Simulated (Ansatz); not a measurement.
# Phases of B at 690 GPa

Structure types of B are relaxed in primitive cells with their symmetry kept at 690 GPa, first on PAW files, then by LAPW. The enthalpy is E + pV at zero temperature, without zero-point motion. Only the types listed were tried, and differences under about 5 meV/atom are mesh noise. The real phase may be another.

All numbers are PBE results (scalar-relativistic) from Ansatz 0.2.0, with Fermi–Dirac smearing of 0.1 eV, no spin polarisation. Methods: LAPW: all electrons, basis error target 0.5 meV/atom; PAW: frozen-core files, cutoff 420 eV.

k meshes: fcc 28×28×28, bcc 29×29×29, hcp 26×26×14, omega 14×14×19, simple hexagonal 27×27×25, sc 25×25×25.

Question: Order the types by LAPW enthalpy, lowest first.
A. bcc
B. sc
C. fcc
D. simple hexagonal
E. hcp
F. omega

Answer: C (0 meV/atom), E (207 meV/atom), F (519 meV/atom), A (571 meV/atom), D (711 meV/atom), B (1242 meV/atom).

```json
{"start type": "fcc", "ends as": "fcc, Fm-3m", "a, b, c (Å)": "2.257, 2.257, 2.257", "V (Å³/atom)": "2.87", "H − H(lowest), LAPW (meV/atom)": "0.0", "same, PAW": "0.0"}
{"start type": "bcc", "ends as": "bcc, Im-3m", "a, b, c (Å)": "1.794, 1.794, 1.794", "V (Å³/atom)": "2.89", "H − H(lowest), LAPW (meV/atom)": "571.1", "same, PAW": "571.3"}
{"start type": "hcp", "ends as": "hcp, P6_3/mmc", "a, b, c (Å)": "1.585, 1.585, 2.637", "V (Å³/atom)": "2.87", "H − H(lowest), LAPW (meV/atom)": "206.7", "same, PAW": "206.6"}
{"start type": "omega", "ends as": "omega, P6/mmm", "a, b, c (Å)": "2.520, 2.520, 1.578", "V (Å³/atom)": "2.89", "H − H(lowest), LAPW (meV/atom)": "519.1", "same, PAW": "519.4"}
{"start type": "simple hexagonal", "ends as": "simple hexagonal, P6/mmm", "a, b, c (Å)": "1.496, 1.496, 1.555", "V (Å³/atom)": "3.01", "H − H(lowest), LAPW (meV/atom)": "710.7", "same, PAW": "709.3"}
{"start type": "sc", "ends as": "sc, Pm-3m", "a, b, c (Å)": "1.457, 1.457, 1.457", "V (Å³/atom)": "3.09", "H − H(lowest), LAPW (meV/atom)": "1242.1", "same, PAW": "1239.9"}
```

Question: Split the lead of fcc over hcp into energy and pV.

Answer: For hcp less fcc: ΔE = +232.5 meV/atom, and p·ΔV = 690 GPa × -0.0060 Å³ × 6.242 meV/(GPa·Å³) = -25.7 meV/atom, together 206.8 meV/atom. fcc wins by its internal energy, though it is the less dense.
